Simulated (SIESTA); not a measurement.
## NiO: single point with PBE+U

Crystal: NiO.

```
CELL_PARAMETERS angstrom
0.00000 2.08590 2.08590
2.08590 0.00000 2.08590
2.08590 2.08590 0.00000
ATOMIC_POSITIONS crystal
Ni 0.00000 0.00000 0.00000
O 0.50000 0.50000 0.50000
```

* Program: SIESTA 5.4.2
* Task: single point
* Functional: PBE
* Potentials or basis: PseudoDojo 0.4 standard (PBE files)
* Basis: DZP (energy shift 0.003 Ry; two zetas on semicore shells)
* Grid cutoff: 800 Ry
* Energy shift: 0.003 Ry
* k mesh: 8 × 8 × 8
* Occupations: fermi-dirac, width 0.05 eV
* Spin: collinear spin, ferromagnetic start
* Starting moments: [1.0, 0.0] μB
* Hubbard terms: Ni d U = 8 eV
* Hubbard projector method: 1
* U from the first cycle: yes

* Pressure: 17.3 GPa
* Band gap on the k mesh: 2.53 eV, indirect (least direct gap 3.78 eV)
* Net moment: 2.00 μB per cell
* Site moments: Ni +1.84; O +0.16 μB

Run time: 3.8 min on 1 thread of Arm Neoverse V1, on a shared host, peak memory 0.26 GiB.

Caveat: short orbitals over semicore shells can move pressures by several GPa; the basis of atomic orbitals isn't converged, which shifts pressures, moduli and gaps; a cell with one magnetic atom can't hold antiferromagnetic order, which such compounds often take. A k mesh can miss the band edges.
